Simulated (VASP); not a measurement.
# CsPbBr3 (Pm-3m) in VASP: single point with PBEsol

Aim: the single point of CsPbBr3 with PBEsol.

Everything below comes from runs of VASP 6.6.1. Logs are shortened: lines on timing, memory, paths and dates and some standing lists are left out, and cuts for length are marked.

**1. Starting point**

It takes space group Pm-3m (No. 221, cubic). Conventional cell: a = 5.870 Å, b = 5.870 Å, c = 5.870 Å, α = 90.00°, β = 90.00°, γ = 90.00°. Cs (site symmetry m-3m) has 12 Br at 4.15 Å as nearest neighbours. Pb (site symmetry m-3m) is surrounded by 6 Br at 2.94 Å. Br (site symmetry 4/mmm) is surrounded by 2 Pb at 2.94 Å.

Measurements of this composition are mostly on another form, of space group No. 62.

**2. Single point, PBEsol**

File INCAR:

```
PREC = Accurate
ENCUT = 520
EDIFF = 1E-7
ISMEAR = 0
SIGMA = 0.1
LREAL = F
LASPH = T
NELM = 100
ALGO = Normal
ISIF = 2
LWAVE = F
LCHARG = F
GGA = PS
NBANDS = 30
```

File KPOINTS:

```
regular mesh
0
Gamma
  4 4 4
```

File POSCAR:

```
CsPbBr3
1.0
    5.8700000000      0.0000000000      0.0000000000
    0.0000000000      5.8700000000      0.0000000000
    0.0000000000      0.0000000000      5.8700000000
Cs Pb Br
1 1 3
Direct
    0.0000000000      0.0000000000      0.0000000000
    0.5000000000      0.5000000000      0.5000000000
    0.0000000000      0.5000000000      0.5000000000
    0.5000000000      0.0000000000      0.5000000000
    0.5000000000      0.5000000000      0.0000000000
```

Potentials or basis: VASP PAW PBE potentials, release 64 (Cs_sv, Pb_d, Br).

Command:

```console
$ cat potpaw_PBE.64/Cs_sv/POTCAR potpaw_PBE.64/Pb_d/POTCAR potpaw_PBE.64/Br/POTCAR > POTCAR
$ mpirun -np 1 vasp_std > vasp.out
```

OUTCAR:

```text
PREC = Accurate
   ENCUT = 520
   EDIFF = 1E-7
   ISMEAR = 0
   LREAL = F
   LASPH = T
   NELM = 100
   ISIF = 2
   GGA = PS

 ion  position               nearest neighbor table
   1  0.000  0.000  0.000-
   2  0.500  0.500  0.500-   3 2.94   4 2.94   5 2.94   5 2.94   4 2.94   3 2.94
   3  0.000  0.500  0.500-   2 2.94   2 2.94
   4  0.500  0.000  0.500-   2 2.94   2 2.94
   5  0.500  0.500  0.000-   2 2.94   2 2.94

  LATTYP: Found a simple cubic cell.
 ALAT       =     5.8700000000

  Lattice vectors:

 A1 = (   5.8700000000,   0.0000000000,   0.0000000000)
 A2 = (   0.0000000000,   5.8700000000,   0.0000000000)
 A3 = (   0.0000000000,   0.0000000000,   5.8700000000)

Analysis of symmetry for initial positions (statically):
=====================================================================
 Subroutine PRICEL returns:
 Original cell was already a primitive cell.

 Routine SETGRP: Setting up the symmetry group for a
 simple cubic supercell.

 Subroutine GETGRP returns: Found 48 space group operations
 (whereof 48 operations were pure point group operations)
 out of a pool of 48 trial point group operations.

The static configuration has the point symmetry O_h .

Analysis of symmetry for dynamics (positions and initial velocities):
=====================================================================
 Subroutine PRICEL returns:
 Original cell was already a primitive cell.

 Routine SETGRP: Setting up the symmetry group for a
 simple cubic supercell.

 Subroutine GETGRP returns: Found 48 space group operations
 (whereof 48 operations were pure point group operations)
 out of a pool of 48 trial point group operations.

The dynamic configuration has the point symmetry O_h .

 Subroutine INISYM returns: Found 48 space group operations
 (whereof 48 operations are pure point group operations),
 and found     1 'primitive' translations

----------------------------------------------------------------------------------------

                                     Primitive cell

  volume of cell :     202.2620

  direct lattice vectors                    reciprocal lattice vectors
     5.870000000  0.000000000  0.000000000     0.170357751  0.000000000  0.000000000
     0.000000000  5.870000000  0.000000000     0.000000000  0.170357751  0.000000000
     0.000000000  0.000000000  5.870000000     0.000000000  0.000000000  0.170357751

  length of vectors
     5.870000000  5.870000000  5.870000000     0.170357751  0.170357751  0.170357751

  position of ions in fractional coordinates (direct lattice)
     0.000000000  0.000000000  0.000000000
     0.500000000  0.500000000  0.500000000
     0.000000000  0.500000000  0.500000000
     0.500000000  0.000000000  0.500000000
     0.500000000  0.500000000  0.000000000

  ion indices of the primitive-cell ions
   primitive index   ion index
                 1           1
                 2           2
                 3           3
                 4           4
                 5           5

----------------------------------------------------------------------------------------

 KPOINTS: regular mesh

Automatic generation of k-mesh.
 Grid dimensions read from file:
 generate k-points for:    4    4    4

 Generating k-lattice:

  Cartesian coordinates                     Fractional coordinates (reciprocal lattice)
     0.042589438  0.000000000  0.000000000     0.250000000  0.000000000  0.000000000
     0.000000000  0.042589438  0.000000000     0.000000000  0.250000000  0.000000000
     0.000000000  0.000000000  0.042589438     0.000000000  0.000000000  0.250000000

  Length of vectors
     0.042589438  0.042589438  0.042589438

  Shift w.r.t. Gamma in fractional coordinates (k-lattice)
     0.000000000  0.000000000  0.000000000

 Subroutine IBZKPT returns following result:
 ===========================================

 Found     10 irreducible k-points:

 Following reciprocal coordinates:
            Coordinates               Weight
  0.000000  0.000000  0.000000      1.000000
  0.250000  0.000000  0.000000      6.000000
  0.500000  0.000000  0.000000      3.000000
  0.250000  0.250000  0.000000     12.000000
  0.500000  0.250000  0.000000     12.000000
  0.500000  0.500000  0.000000      3.000000
  0.250000  0.250000  0.250000      8.000000
  0.500000  0.250000  0.250000     12.000000
  0.500000  0.500000  0.250000      6.000000
  0.500000  0.500000  0.500000      1.000000
   k-points           NKPTS =     10   k-points in BZ     NKDIM =     10   number of bands    NBANDS=     30
   number of dos      NEDOS =    301   number of ions     NIONS =      5
   total plane-waves  NPLWV = 110592
   dimension x,y,z NGX =    48 NGY =   48 NGZ =   48
   dimension x,y,z NGXF=    96 NGYF=   96 NGZF=   96
   ions per type =               1   1   3
   NGX,Y,Z   is equivalent  to a cutoff of  13.59, 13.59, 13.59 a.u.
   NGXF,Y,Z  is equivalent  to a cutoff of  27.19, 27.19, 27.19 a.u.
 SYSTEM =  unknown system
   PREC   = accura    normal or accurate (medium, high low for compatibility)
   ISTART =      0    job   : 0-new  1-cont  2-samecut
   ICHARG =      2    charge: 1-file 2-atom 10-const
   ISPIN  =      1    spin polarized calculation?
   LNONCOLLINEAR =      F non collinear calculations
   LSORBIT =      F    spin-orbit coupling
   LASPH  =      T    aspherical Exc in radial PAW
   ENCUT  =  520.0 eV  38.22 Ry    6.18 a.u.  10.91 10.91 10.91*2*pi/ulx,y,z
   NELM   =    100;   NELMIN=  2; NELMDL= -5     # of ELM steps
   EDIFF  = 0.1E-06   stopping-criterion for ELM
   LREAL  =      F    real-space projection
   EDIFFG = 0.1E-05   stopping-criterion for IOM
   NSW    =      0    number of steps for IOM
   IBRION =     -1    ionic relax: 0-MD 1-quasi-New 2-CG
   NFREE  =      0    steps in history (QN), initial steepest desc. (CG)
   ISIF   =      2    stress and relaxation
   ISYM   =      2    0-nonsym 1-usesym 2-fastsym
   POTIM  = 0.5000    time-step for ionic-motion
   TEBEG  =    0.0;   TEEND  =   0.0 temperature during run
   PSTRESS=    0.0 pullay stress
   NELECT =      44.0000    total number of electrons
   NUPDOWN=      -1.0000    fix difference up-down
   EMIN   =  10.00;   EMAX   =-10.00  energy-range for DOS
   EFERMI =   0.00;   METHOD = LEGACY
   ISMEAR =     0;   SIGMA  =   0.10  broadening in eV -4-tet -1-fermi 0-gaus
   EFERMI_NEDOS =   21; number of points for ismear=-14 and -15
   IALGO  =     38    algorithm
   IMIX   =      4    mixing-type and parameters
     AMIX     =   0.40;   BMIX     =  1.00
     AMIX_MAG =   1.60;   BMIX_MAG =  1.00
  volume/ion in A,a.u.               =      40.45       272.99
  Fermi-wavevector in a.u.,A,eV,Ry     =   0.984587  1.860600 13.189657  0.969412
  Thomas-Fermi vector in A             =   2.115831
   LORBIT       =      0    0 simple, 1 ext, 2 COOP (PROOUT), +10 PAW based schemes
   GGA     = PS    functional components
   LHFCALC =     F    Hartree Fock is set to
   AEXX    =    0.0000 exact exchange contribution
   IVDW    =     0    specifies the selected vdW correction
   LEPSILON=     F    determine dielectric tensor
   LRPA    =     F    only Hartree local field effects (RPA)
 non-spin polarized calculation
 Gauss-broadening in eV      SIGMA  =   0.10
  energy-cutoff  :      520.00
  volume of cell :      202.26
 maximum number of plane-waves:      5520
 NGX is ok and might be reduce to    48
   NGX = 21   NGY = 21   NGZ = 21

 number of electron      44.0000000 magnetization

 Free energy of the ion-electron system (eV)
  ---------------------------------------------------
  ext. energy  EPLUGINS =         0.00000000
  ---------------------------------------------------
  free energy    TOTEN  =       -16.77387113 eV

  energy without entropy =      -16.77387113  energy(sigma->0) =      -16.77387113

 E-fermi :   1.6340     XC(G=0):  -7.8173

 val. band max:        1.2068898802   @ k =   0.5000   0.5000   0.5000
 cond. band min:       2.6272890998   @ k =   0.5000   0.5000   0.5000
 fundamental gap:      1.4203992196
 Fermi energy:         1.6339819679

 k-point     1 :       0.0000    0.0000    0.0000
  band No.  band energies     occupation
      1     -20.2447      2.00000
      2     -15.6321      2.00000
      3     -15.6321      2.00000
      4     -15.4618      2.00000
      5     -15.4618      2.00000
      6     -15.4618      2.00000
[... 22 lines left out ...]
     29       7.1532      0.00000
     30       7.1532      0.00000

 k-point     2 :       0.2500    0.0000    0.0000
  band No.  band energies     occupation
      1     -20.2442      2.00000
      2     -15.6321      2.00000
      3     -15.5993      2.00000
      4     -15.4623      2.00000
      5     -15.4623      2.00000
      6     -15.4618      2.00000
[... 22 lines left out ...]
     29       6.2759      0.00000
     30       7.1187      0.00000

 k-point     3 :       0.5000    0.0000    0.0000
  band No.  band energies     occupation
      1     -20.2436      2.00000
      2     -15.6320      2.00000
      3     -15.5655      2.00000
      4     -15.4628      2.00000
      5     -15.4628      2.00000
      6     -15.4617      2.00000
[... 22 lines left out ...]
     29       6.5466      0.00000
     30       7.3597      0.00000

 k-point     4 :       0.2500    0.2500    0.0000
  band No.  band energies     occupation
      1     -20.2437      2.00000
      2     -15.6161      2.00000
      3     -15.5811      2.00000
      4     -15.4628      2.00000
      5     -15.4623      2.00000
      6     -15.4623      2.00000
[... 154 lines left out ...]
     29       6.9073      0.00000
     30       6.9314      0.00000

 k-point     9 :       0.5000    0.5000    0.2500
  band No.  band energies     occupation
      1     -20.2423      2.00000
      2     -15.5635      2.00000
      3     -15.5248      2.00000
      4     -15.4639      2.00000
      5     -15.4633      2.00000
      6     -15.4633      2.00000
[... 22 lines left out ...]
     29       6.5898      0.00000
     30       7.1408      0.00000

 k-point    10 :       0.5000    0.5000    0.5000
  band No.  band energies     occupation
      1     -20.2419      2.00000
      2     -15.5248      2.00000
      3     -15.5248      2.00000
      4     -15.4639      2.00000
      5     -15.4639      2.00000
      6     -15.4639      2.00000
[... 22 lines left out ...]
     29       6.3281      0.00000
     30       7.5867      0.00000

------------------------ aborting loop because EDIFF is reached ----------------------------------------

  FORCE on cell =-STRESS in cart. coord.  units (eV):
  Direction    XX          YY          ZZ          XY          YZ          ZX
  --------------------------------------------------------------------------------------
  -------------------------------------------------------------------------------------
  Total        0.1649860      0.1649860      0.1649860      0.0000000      0.0000000      0.0000000
  in kB        1.3069029      1.3069029      1.3069029      0.0000000      0.0000000      0.0000000
  external PRESSURE =       1.3069029 kB  Pullay stress =       0.0000000 kB

 VOLUME and BASIS-vectors are now :
 -----------------------------------------------------------------------------
  energy-cutoff  :      520.00
  volume of cell :      202.26
      direct lattice vectors                 reciprocal lattice vectors
     5.870000000  0.000000000  0.000000000     0.170357751  0.000000000  0.000000000
     0.000000000  5.870000000  0.000000000     0.000000000  0.170357751  0.000000000
     0.000000000  0.000000000  5.870000000     0.000000000  0.000000000  0.170357751

 POSITION                                       TOTAL-FORCE (eV/Angst)
 -----------------------------------------------------------------------------------
      0.00000      0.00000      0.00000         0.000000      0.000000      0.000000
      2.93500      2.93500      2.93500         0.000000      0.000000      0.000000
      0.00000      2.93500      2.93500         0.000000      0.000000      0.000000
      2.93500      0.00000      2.93500         0.000000      0.000000      0.000000
      2.93500      2.93500      0.00000         0.000000      0.000000      0.000000
 -----------------------------------------------------------------------------------
    total drift:                                0.000000     -0.000000     -0.000000

  FREE ENERGIE OF THE ION-ELECTRON SYSTEM (eV)
  ---------------------------------------------------
  free  energy   TOTEN  =       -16.7738711290 eV

  energy  without entropy=      -16.7738711289  energy(sigma->0) =      -16.77387113
```

Run time: 37 s. Hardware: 1 thread of Intel Xeon 6975P-C (Granite Rapids), shared host; peak memory 0.34 GiB.

What came out:

```yaml
Free_energy: -16.7739 eV
Pressure: 0.1 GPa
Band_gap_on_the_k_mesh: 1.42 eV, direct
```

Levels at points of the mesh, in eV from the valence-band top:
```tsv
k point	band 20	band 21	band 22	band 23	band 24	band 25
(0.00, 0.00, 0.00)	-2.05	-2.05	-2.05	2.88	4.02	4.02
(0.50, 0.00, 0.00)	-2.16	-2.16	-1.44	2.49	4.36	4.94
(0.50, 0.50, 0.00)	-2.28	-1.69	-0.71	1.99	1.99	4.80
(0.50, 0.50, 0.50)	-1.67	-1.67	0.00	1.42	1.42	1.42
```

Caveat: the PAW data sets were made with another functional, which shifts forces and pressure a little; spin-orbit coupling is left out, which as a rule narrows the gap of such compounds by several tenths of an eV. A k mesh can miss the band edges.
